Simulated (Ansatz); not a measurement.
**K under changes of volume**

One of the cells (78.519 Å³/atom); the others are scaled copies at fixed shape and fractional positions:

```
K
1.0
    -2.69756    2.69756    2.69756
     2.69756   -2.69756    2.69756
     2.69756    2.69756   -2.69756
K
1
Direct
  0.00000 0.00000 0.00000
```

* Program: Ansatz 0.2.0
* Functional: r2SCAN
* Potentials or basis: Ansatz PAW
* Cutoff: 500 eV (not typed: the program's choice for these potentials)
* k mesh: 7 × 7 × 7
* Occupations: fermi-dirac, width 0.05 eV
* Spin: no spin polarisation

```csv
volume (Å³/atom),energy over the lowest point (meV/atom),pressure (GPa)
73.807,?,?
75.378,0.08,0.0
76.948,0.00,0.0
78.519,0.60,-0.1
80.089,1.80,-0.1
81.659,3.56,-0.2
83.230,5.82,-0.3
```

Q: What does the run at 73.807 Å³/atom give?

A: Energy over the lowest point 0.89 meV/atom; pressure 0.1 GPa.

Worked out: A Birch-Murnaghan fit of order 3 (a polynomial in V^(-2/3)) to the other rows has its minimum at 76.33 Å³/atom with B0 = V·E''(V) = 3.5 GPa and B' = 3.8. It gives 0.90 meV/atom at 73.807 Å³/atom, against the run's 0.89, and -dE/dV = 0.1 GPa, against 0.1.

Energies are extrapolated to zero smearing.

Caveats: the PAW data sets come from PBE, with cores solved anew for the run's functional, which leaves a small shift of forces and pressure.
